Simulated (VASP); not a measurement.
# SnSe in VASP: notebook

The runs below take SnSe through single point, with PBE.

Program: VASP 6.6.1. These are calculated values, not measurements. Logs are shortened: lines on timing, memory, paths and dates and some standing lists are left out, and cuts for length are marked.

**1. The structure**

The cell holds a slab with vacuum, 12 atoms: a = 4.190 Å, b = 4.460 Å, c = 18.925 Å, α = 90.00°, β = 90.00°, γ = 90.00°.

**2. Single point, PBE**

File INCAR:

```
SYSTEM = SnSe
PREC = Accurate
ENCUT = 460
EDIFF = 1E-7
ISMEAR = 0
SIGMA = 0.05
LREAL = .FALSE.
LASPH = .TRUE.
NELM = 120
ALGO = Normal
ISIF = 2
LWAVE = .FALSE.
LCHARG = .FALSE.
LDIPOL = .TRUE.
IDIPOL = 3
DIPOL = 0.5 0.5 0.500
GGA = PE
NBANDS = 80
LVHAR = .TRUE.
LVACPOTAV = .TRUE.
```

File KPOINTS:

```
regular mesh
0
G
  5 5 1
  0 0 0
```

File POSCAR:

```
SnSe
1.0
    4.1900000000      0.0000000000      0.0000000000
    0.0000000000      4.4600000000      0.0000000000
    0.0000000000      0.0000000000     18.9253000000
Se Sn
6 6
Direct
    0.7500000000      0.5210000000      0.1056786418
    0.2500000000      0.4790000000      0.2829704153
    0.7500000000      0.9790000000      0.4113541133
    0.2500000000      0.0210000000      0.5886458867
    0.7500000000      0.5210000000      0.7170295847
    0.2500000000      0.4790000000      0.8943213582
    0.2500000000      0.1030000000      0.1221851173
    0.7500000000      0.8970000000      0.2664639398
    0.2500000000      0.3970000000      0.4278605887
    0.7500000000      0.6030000000      0.5721394113
    0.2500000000      0.1030000000      0.7335360602
    0.7500000000      0.8970000000      0.8778148827
```

Potentials or basis: VASP PAW PBE potentials, release 64 (Se, Sn_d).

Started as:

```
$ cat potpaw_PBE.64/Se/POTCAR potpaw_PBE.64/Sn_d/POTCAR > POTCAR
$ mpirun -np 1 vasp_std > vasp.out
```

OUTCAR:

```text
SYSTEM = SnSe
   PREC = Accurate
   ENCUT = 460
   EDIFF = 1E-7
   ISMEAR = 0
   LREAL = .FALSE.
   LASPH = .TRUE.
   NELM = 120
   ISIF = 2
   GGA = PE

 Found      9 irreducible k-points:

 Following reciprocal coordinates:
            Coordinates               Weight
  0.000000  0.000000  0.000000      1.000000
  0.200000  0.000000  0.000000      2.000000
  0.400000  0.000000  0.000000      2.000000
  0.000000  0.200000  0.000000      2.000000
  0.200000  0.200000  0.000000      4.000000
  0.400000  0.200000  0.000000      4.000000
   k-points           NKPTS =      9   k-points in BZ     NKDIM =      9   number of bands    NBANDS=     80
   number of dos      NEDOS =    301   number of ions     NIONS =     12
   total plane-waves  NPLWV = 134400
   dimension x,y,z NGX =    30 NGY =   32 NGZ =  140
   dimension x,y,z NGXF=    60 NGYF=   64 NGZF=  280
   ions per type =               6   6
   NGX,Y,Z   is equivalent  to a cutoff of  11.90, 11.93, 12.30 a.u.
   NGXF,Y,Z  is equivalent  to a cutoff of  23.81, 23.86, 24.60 a.u.
 SYSTEM =  SnSe
   PREC   = accura    normal or accurate (medium, high low for compatibility)
   ISTART =      0    job   : 0-new  1-cont  2-samecut
   ICHARG =      2    charge: 1-file 2-atom 10-const
   ISPIN  =      1    spin polarized calculation?
   LNONCOLLINEAR =      F non collinear calculations
   LSORBIT =      F    spin-orbit coupling
   LASPH  =      T    aspherical Exc in radial PAW
   ENCUT  =  460.0 eV  33.81 Ry    5.81 a.u.   7.33  7.80 33.10*2*pi/ulx,y,z
   NELM   =    120;   NELMIN=  2; NELMDL= -5     # of ELM steps
   EDIFF  = 0.1E-06   stopping-criterion for ELM
   LREAL  =      F    real-space projection
   EDIFFG = 0.1E-05   stopping-criterion for IOM
   NSW    =      0    number of steps for IOM
   IBRION =     -1    ionic relax: 0-MD 1-quasi-New 2-CG
   NFREE  =      0    steps in history (QN), initial steepest desc. (CG)
   ISIF   =      2    stress and relaxation
   ISYM   =      2    0-nonsym 1-usesym 2-fastsym
   POTIM  = 0.5000    time-step for ionic-motion
   TEBEG  =    0.0;   TEEND  =   0.0 temperature during run
   PSTRESS=    0.0 pullay stress
   NELECT =     120.0000    total number of electrons
   NUPDOWN=      -1.0000    fix difference up-down
   EMIN   =  10.00;   EMAX   =-10.00  energy-range for DOS
   EFERMI =   0.00;   METHOD = LEGACY
   ISMEAR =     0;   SIGMA  =   0.05  broadening in eV -4-tet -1-fermi 0-gaus
   EFERMI_NEDOS =   21; number of points for ismear=-14 and -15
   IALGO  =     38    algorithm
   IMIX   =      4    mixing-type and parameters
     AMIX     =   0.40;   BMIX     =  1.00
     AMIX_MAG =   1.60;   BMIX_MAG =  1.00
  volume/ion in A,a.u.               =      29.47       198.89
  Fermi-wavevector in a.u.,A,eV,Ry     =   1.141839  2.157762 17.739211  1.303795
  Thomas-Fermi vector in A             =   2.278538
   LORBIT       =      0    0 simple, 1 ext, 2 COOP (PROOUT), +10 PAW based schemes
   GGA     = PE    functional components
   LHFCALC =     F    Hartree Fock is set to
   AEXX    =    0.0000 exact exchange contribution
   IVDW    =     0    specifies the selected vdW correction
   LEPSILON=     F    determine dielectric tensor
   LRPA    =     F    only Hartree local field effects (RPA)
 non-spin polarized calculation
 Gauss-broadening in eV      SIGMA  =   0.05
  energy-cutoff  :      460.00
  volume of cell :      353.66
 maximum number of plane-waves:      7950
 NGX is ok and might be reduce to    30
   NGX = 15   NGY = 15   NGZ = 67

 number of electron     119.9999997 magnetization

 dipolmoment           0.000000      0.000000      0.000000 electrons x Angstroem

 Free energy of the ion-electron system (eV)
  ---------------------------------------------------
  ext. energy  EPLUGINS =         0.00000000
  ---------------------------------------------------
  free energy    TOTEN  =       -48.12111372 eV

  energy without entropy =      -48.12111372  energy(sigma->0) =      -48.12111372

 E-fermi :   4.6652     XC(G=0):  -9.1790

 val. band max:        4.4568859963   @ k =   0.0000   0.4000   0.0000
 cond. band min:       4.8738717190   @ k =   0.4000   0.0000   0.0000
 fundamental gap:      0.4169857227
 Fermi energy:         4.6652098619

 k-point     1 :       0.0000    0.0000    0.0000
  band No.  band energies     occupation
      1     -17.0990      2.00000
      2     -17.0987      2.00000
      3     -17.0539      2.00000
      4     -17.0536      2.00000
      5     -17.0452      2.00000
      6     -17.0451      2.00000
[... 64 lines left out ...]
     71       8.5207      0.00000
     72       8.5219      0.00000

 k-point     2 :       0.2000    0.0000    0.0000
  band No.  band energies     occupation
      1     -17.0961      2.00000
      2     -17.0959      2.00000
      3     -17.0551      2.00000
      4     -17.0549      2.00000
      5     -17.0452      2.00000
      6     -17.0451      2.00000
[... 64 lines left out ...]
     71       8.1249      0.00000
     72       8.1435      0.00000

 k-point     3 :       0.4000    0.0000    0.0000
  band No.  band energies     occupation
      1     -17.0917      2.00000
      2     -17.0916      2.00000
      3     -17.0569      2.00000
      4     -17.0568      2.00000
      5     -17.0453      2.00000
      6     -17.0453      2.00000
[... 64 lines left out ...]
     71       7.0317      0.00000
     72       7.1932      0.00000

 k-point     4 :       0.0000    0.2000    0.0000
  band No.  band energies     occupation
      1     -17.0979      2.00000
      2     -17.0976      2.00000
      3     -17.0539      2.00000
      4     -17.0536      2.00000
      5     -17.0455      2.00000
      6     -17.0454      2.00000
[... 64 lines left out ...]
     71       7.8556      0.00000
     72       8.0517      0.00000

 k-point     5 :       0.2000    0.2000    0.0000
  band No.  band energies     occupation
      1     -17.0952      2.00000
      2     -17.0949      2.00000
      3     -17.0551      2.00000
      4     -17.0549      2.00000
      5     -17.0456      2.00000
      6     -17.0454      2.00000
[... 64 lines left out ...]
     71       8.0509      0.00000
     72       8.4148      0.00000

 k-point     6 :       0.4000    0.2000    0.0000
  band No.  band energies     occupation
      1     -17.0910      2.00000
      2     -17.0909      2.00000
      3     -17.0569      2.00000
      4     -17.0568      2.00000
      5     -17.0457      2.00000
      6     -17.0457      2.00000
[... 64 lines left out ...]
     71       8.0911      0.00000
     72       8.1498      0.00000

 [... further k-points ...]

 [bands above 72 left out]

------------------------ aborting loop because EDIFF is reached ----------------------------------------

  FORCE on cell =-STRESS in cart. coord.  units (eV):
  Direction    XX          YY          ZZ          XY          YZ          ZX
  --------------------------------------------------------------------------------------
  -------------------------------------------------------------------------------------
  Total       -1.5689270     -2.4012954      1.7145746      0.0000000     -0.8735616      0.0000000
  in kB       -7.1075787    -10.8783873      7.7673936      0.0000000     -3.9574228      0.0000000
  external PRESSURE =      -3.4061908 kB  Pullay stress =       0.0000000 kB

 VOLUME and BASIS-vectors are now :
 -----------------------------------------------------------------------------
  energy-cutoff  :      460.00
  volume of cell :      353.66
      direct lattice vectors                 reciprocal lattice vectors
     4.190000000  0.000000000  0.000000000     0.238663484  0.000000000  0.000000000
     0.000000000  4.460000000  0.000000000     0.000000000  0.224215247  0.000000000
     0.000000000  0.000000000 18.925300000     0.000000000  0.000000000  0.052839321

 POSITION                                       TOTAL-FORCE (eV/Angst)
 -----------------------------------------------------------------------------------
      3.14250      2.32366      2.00000         0.000000     -0.454253     -0.133973
      1.04750      2.13634      5.35530         0.000000     -0.112558     -0.085921
      3.14250      4.36634      7.78500         0.000000     -0.035368      0.115050
      1.04750      0.09366     11.14030         0.000000      0.035368     -0.115050
      3.14250      2.32366     13.57000        -0.000000      0.112558      0.085921
      1.04750      2.13634     16.92530         0.000000      0.454253      0.133973
      1.04750      0.45938      2.31239         0.000000      0.697965      0.160535
      3.14250      4.00062      5.04291         0.000000     -0.071114     -0.250722
      1.04750      1.77062      8.09739         0.000000     -0.004326      0.006664
      3.14250      2.68938     10.82791         0.000000      0.004326     -0.006664
      1.04750      0.45938     13.88239         0.000000      0.071114      0.250722
      3.14250      4.00062     16.61291         0.000000     -0.697965     -0.160535
 -----------------------------------------------------------------------------------
    total drift:                                0.000000      0.000000      0.000000

  FREE ENERGIE OF THE ION-ELECTRON SYSTEM (eV)
  ---------------------------------------------------
  free  energy   TOTEN  =       -48.1211137230 eV

  energy  without entropy=      -48.1211137229  energy(sigma->0) =      -48.12111372
```

It took 2.8 min on 1 thread of AMD EPYC 9R45 (Zen 5), shared host; peak memory 0.39 GiB.

The run converged, but some of its settings lie outside the range that counts as converged, so its numbers aren't taken as properties of the slab.

Results:

```
Free energy            : -48.1211 eV
Largest force          : 0.716 eV/Å
Band gap on the k mesh : 0.42 eV, indirect (least direct gap 0.63 eV)
```

Caveat: spin-orbit coupling is left out, which moves the levels of the heavy elements.

**3. Single point, PBE**

This run uses another cell than the first one, of 32.59 Å³/atom, 1.106 times its volume.

Edit INCAR of step 2 so:

```diff
@@ -13,5 +13,2 @@
 LCHARG = .FALSE.
-LDIPOL = .TRUE.
-IDIPOL = 3
-DIPOL = 0.5 0.5 0.500
 GGA = PE
@@ -20 +17,2 @@
 LVACPOTAV = .TRUE.
+IDIPOL = 3
```

KPOINTS is that of step 2.

File POSCAR:

```
SnSe
1.0
    4.1900000000      0.0000000000      0.0000000000
    0.0000000000      4.4600000000      0.0000000000
    0.0000000000      0.0000000000     20.9253000000
Se Sn
6 6
Direct
    0.7500000000      0.5210000000      0.1433671202
    0.2500000000      0.4790000000      0.3037136863
    0.7500000000      0.9790000000      0.4198267169
    0.2500000000      0.0210000000      0.5801732831
    0.7500000000      0.5210000000      0.6962863137
    0.2500000000      0.4790000000      0.8566328798
    0.2500000000      0.1030000000      0.1582959384
    0.7500000000      0.8970000000      0.2887848681
    0.2500000000      0.3970000000      0.4347555352
    0.7500000000      0.6030000000      0.5652444648
    0.2500000000      0.1030000000      0.7112151319
    0.7500000000      0.8970000000      0.8417040616
```

Potentials or basis: VASP PAW PBE potentials, release 64 (Se, Sn_d).

Started as:

```
$ cat potpaw_PBE.64/Se/POTCAR potpaw_PBE.64/Sn_d/POTCAR > POTCAR
$ mpirun -np 1 vasp_std > vasp.out
```

It took 3.1 min on 1 thread of AMD EPYC 9R45 (Zen 5), shared host; peak memory 0.45 GiB.

These settings aren't checked as converged: the numbers below hold their error.

Results:

```
Free energy            : -48.1036 eV
Largest force          : 0.716 eV/Å
Band gap on the k mesh : 0.35 eV, indirect (least direct gap 0.70 eV)
```

Caveat: spin-orbit coupling is left out, which moves the levels of the heavy elements.
